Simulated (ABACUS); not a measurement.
Runs of ABACUS 3.10.1 on MnO. It takes space group Fm-3m (No. 225, cubic). Conventional cell: a = 4.448 Å, b = 4.448 Å, c = 4.448 Å, α = 90.00°, β = 90.00°, γ = 90.00°. Around Mn (site symmetry m-3m) lie 6 O at 2.22 Å. Around O (site symmetry m-3m) lie 6 Mn at 2.22 Å. The cell is a database's computed one.

```tsv
task	level	potentials or basis	cell	k mesh	cutoff (eV)	max steps of the relaxation	force threshold	optimiser	stress threshold	radial cutoff of the potentials (pseudo_rcut)	mesh quality	gap on the mesh (eV)	pressure (GPa)	moment (μB)	relaxed volume (Å³/atom)
relaxation of cell and atoms	PBEsol	Ansatz NC PBE, plane waves	relaxed	8 × 8 × 8	1320	60	0.02 eV/Å	cg	1 kbar	10 bohr	not flagged	none	-0.1	4.59	10.29
single point	PW91	SG15 ONCV 1.2 PBE, DZP LCAO (the cutoffs set its grid)	as given	7 × 7 × 7	1361	-	-	-	-	7 bohr	not flagged	none	3.3	(a)	-
single point	AM05	SG15 ONCV 1.2 PBE, DZP LCAO (the cutoffs set its grid)	as given	7 × 7 × 7	1361	-	-	-	-	7 bohr	not flagged	none	(b)	4.71	-
relaxation of cell and atoms	r2SCAN	SG15 ONCV 1.2 PBE, plane waves	relaxed	6 × 6 × 6	1524	60	0.01 eV/Å	cg	1 kbar	10 bohr	not flagged	0.15	0.0	5.00	11.01
single point	r2SCAN	SG15 ONCV 1.2 PBE, plane waves	as given	6 × 6 × 6	1524	-	-	-	-	10 bohr	not flagged	0.15	0.2	5.00	-
single point	TPSS	SG15 ONCV 1.2 PBE, plane waves	as given	6 × 6 × 6	1524	-	-	-	-	10 bohr	coarse	none	0.8	4.96	-
single point	LDA	SG15 ONCV 1.2 PBE, DZP LCAO (the cutoffs set its grid)	as given	7 × 7 × 7	1361	-	-	-	-	7 bohr	not flagged	none	-13.9	4.58	-
single point	PBE	SG15 ONCV 1.2 PBE, DZP LCAO (the cutoffs set its grid)	as given	7 × 7 × 7	1361	-	-	-	-	7 bohr	not flagged	none	(c)	4.85	-
```

Alike in all rows: spin collinear, ferromagnetic start; smearing fermi-dirac 0.05 eV.

Question: Fill in the values left out.

Answer: (a) 4.86; (b) -5.0; (c) 3.5.

Caveats: some runs use coarse meshes; a cell with one magnetic atom can't hold antiferromagnetic order, which such compounds often take; the potentials were made for another functional, which shifts forces and pressure (some runs); semilocal functionals often make such compounds metallic where correlation or magnetic order opens a gap, which also shifts bond lengths (some runs); the atomic orbitals were generated for these runs and aren't a published set (some runs); the basis of atomic orbitals isn't converged, which shifts pressures, moduli and gaps (some runs).

A k mesh can miss the band edges.

A gap of «none» marks a metal or a gap under the smearing width.

Not every run made on this cell is shown here.
